**Question**

Bi₂Se₃ is built of layers five atoms thick, Se–Bi–Se–Bi–Se, and selenium faces selenium across the space between them. The table lists electron levels at seven points of the mesh, where "point a", "point b" and "point c" are the components along the three reciprocal cell vectors. "Level under 1" is the highest occupied level and "level over 1" the lowest empty one; their difference is the direct gap. Where is this gap smallest, and why there? Do the levels feel the space between the layers only weakly?

Kohn–Sham levels of Bi₂Se₃ (R-3m, five-atom cell), computed with ABINIT 10.8.3 and the PBE functional without spin polarisation or spin-orbit coupling; zero is the valence top on the mesh. The calculation used JTH PAW PBE v2.0 datasets, a plane-wave cutoff of 408 eV, a 5×5×5 k mesh and Fermi–Dirac smearing of 0.05 eV.

| point a (reciprocal cell vector) | point b (reciprocal cell vector) | point c (reciprocal cell vector) | level point (row) | level under 3 (eV) | level under 2 (eV) | level under 1 (eV) | level over 1 (eV) | level over 2 (eV) |
| --- | --- | --- | --- | --- | --- | --- | --- | --- |
| 0.0000 | 0.0000 | 0.0000 | 1 | -1.199 | -1.199 | 0.000 | 0.225 | 1.398 |
| 0.2000 | 0.2000 | 0.0000 | 2 | -1.379 | -1.034 | -0.724 | 1.445 | 1.810 |
| 0.4000 | 0.4000 | 0.0000 | 3 | -1.764 | -1.586 | -1.284 | 1.528 | 2.389 |
| -0.4000 | 0.4000 | 0.0000 | 4 | -1.252 | -0.770 | -0.520 | 1.374 | 1.635 |
| -0.4000 | 0.2000 | 0.2000 | 5 | -1.275 | -1.249 | -0.632 | 0.953 | 1.996 |
| -0.4000 | -0.4000 | 0.2000 | 6 | -1.466 | -1.368 | -0.870 | 1.245 | 1.993 |
| 0.4000 | 0.4000 | 0.4000 | 7 | -1.343 | -1.343 | -0.413 | 0.604 | 1.669 |

**Model answer**

The direct gap is smallest at point 1, the zone centre, with 0.225 eV. Point 7, which lies on the threefold axis through the centre, follows with 1.017 eV. All five points off the axis have gaps of at least 1.585 eV. The gap thus opens along the axis and is wider still away from it.

Symmetry narrows down which orbitals are involved. A p orbital along the axis, $p_z$, is unchanged by a threefold rotation and gives single levels, whereas $p_x$ and $p_y$ turn into each other and give degenerate pairs. At point 1 the highest occupied level is single and stands 1.199 eV above such a pair. It is known to be mainly selenium $p_z$, and the lowest empty level mainly bismuth $p_z$ with some selenium $p_z$.

A chain of atoms, each with one p orbital along the chain, shows what happens between the layers. If all orbitals point the same way, every plus lobe meets a minus lobe, and the level is antibonding and high. The highest occupied level at point 1 is of this kind, because $p_z$ on the two outer selenium atoms of a layer points the same way. In the lowest empty level the two point oppositely, so lobes of equal sign meet between layers and the level is bonding and low. The chain stands only for this contact, not for the bonds within a layer.

At point 1 neighbouring layers are in phase, which brings the two edge levels as close as the contact can. From point 1 to point 7 the phase between layers grows to 144°. The occupied level then falls by 0.413 eV and the empty one rises by 0.379 eV, in the directions the lobes require. The nearly equal sizes do not follow from the lobes alone, since the empty level has less weight on the outer selenium atoms. The two levels differ in parity and cannot mix at the centre; along the axis they can, and they repel each other, though this mixing vanishes again at the zone boundary, where parity returns. Both can also mix with the other $p_z$ levels of the layer, which changes their weight at the contact. The table gives only the sum of these effects.

Off the axis the rotation no longer keeps $p_z$ apart from $p_x$ and $p_y$. Occupied and empty levels that were strangers at the centre can now mix and push each other apart, which widens the gap. Occupied levels also mix among themselves, however, and the bonds within a layer shift the levels as the position in the plane changes. Symmetry thus allows wider gaps here but does not prove them, and the table cannot separate these causes.

**Remarks on the reasoning**

The second part of the question needs a fair comparison. Adding 0.4 to each component of point 3 gives a point equivalent by symmetry to point 5. The step from 3 to 5 therefore keeps the position in the plane and changes the layer phase by 144°, just as the step from 1 to 7 does. It changes the gap by 1.227 eV, against 0.792 eV on the axis, so the levels feel the space between the layers strongly. Point 6 is point 3 with 0.2 added to each component; it lies halfway along the same line, and its gap of 2.115 eV falls between the two.

Can $p_z$ contacts alone account for this? Let a contact shift a level by $t\cos\varphi$ on the axis, where $\varphi$ is the layer phase and $t$ the strength. The step of 144° then changes the level by $t(1-\cos 144^\circ)=1.8\,t$. Each selenium touches three others across the space, and at point 3 their phases are 144°, 144° and 0°, which reduces the strength to $t\,|1+2e^{i144^\circ}|/3=0.44\,t$. The same step can now change the level by at most $2\times0.44\,t\times\sin72^\circ=0.84\,t$.

The model thus allows a ratio of off-axis to on-axis change of at most 0.47, while the levels give $1.227/0.792=1.5$. It gets the directions on the axis right and fails off it by a factor of three. One possible reason is that the contacts are slanted, so that $p_x$ and $p_y$ reach across as well once they mix with $p_z$. Another is that the levels do not keep their make-up, as the bound assumes: the share of $p_z$ on the outer selenium atoms can change off the axis, and mixing along the axis can make that step smaller than $1.8\,t$. The table cannot decide between them, but with contacts slanted by roughly 45° the first is expected to weigh heavily. The output below lists the contact factor for every point.

The layer phase may also lie behind an apparent irregularity. Point 2 lies nearer to the axis than point 5, yet its gap is wider, 2.169 eV. Distance from the axis cannot order the gaps when the layer phase alone can shift them by more than 1 eV, as it does between points 3 and 5. Point 4, the farthest from the axis, has a gap of only 1.894 eV. One phase does order these rows. The bonds Se–Bi–Se–Bi–Se form nearly straight slanted chains that run on across the space between layers, and on this mesh the phase from one repeat of a chain to the next is twice the sum of the three components, in full turns. It is 0° at points 4 and 5, 72° at points 2 and 6 and 144° at point 3, and the gaps widen in that order, as they do from point 1 to point 7. This fits p orbitals bonding along the chains but does not prove it.

The value at point 1 calls for the most caution. Spin-orbit coupling, left out here, is strong in bismuth and is known to exchange the two edge levels at the zone centre, which makes the real crystal a topological insulator. The computed gap belongs to the order before this exchange. That it comes close to the measured gap, roughly 0.3 eV, is therefore no success of the calculation. The atoms were also not relaxed and forces remain on them, so the gap may shift once they move to their places of rest.

Printed output of the fit:

```
Gaps and spacings in eV and contact factor:
   row  point  direct gap  top valence above next  second empty above first  first empty above its value at point 1  contact factor
   0.0      1       0.225                   1.199                     1.173                                       0               1
   0.2      2       2.169                    0.31                     0.365                                    1.22          0.8324
   0.4      3       2.812                   0.302                     0.861                                   1.303          0.4427
  -0.4      4       1.894                    0.25                     0.261                                   1.149           0.206
  -0.4      5       1.585                   0.617                     1.043                                   0.728          0.4427
  -0.4      6       2.115                   0.498                     0.748                                    1.02          0.4427
   0.4      7       1.017                    0.93                     1.065                                   0.379               1
Change of phase between neighbouring layers from point 1 to 7 in degrees: 144
Fall of top valence level from point 1 to 7 in eV: 0.413
Rise of first empty level from point 1 to 7 in eV: 0.379
Fall of the degenerate valence pair from point 1 to 7 in eV: 0.144
Fall of top valence level over fall of the pair: 2.868
Widening of direct gap from point 1 to 7 in eV: 0.792
Top valence level at point 5 above that at point 3 in eV: 0.652
First empty level at point 3 above that at point 5 in eV: 0.575
Direct gap at point 3 less that at point 5 in eV: 1.227
Gap change off the axis over gap change on the axis: 1.549
Largest such ratio if pz contacts of fixed weight were everything: 0.4655
Smallest direct gap off the axis in eV: 1.585
Largest direct gap off the axis in eV: 2.812
```
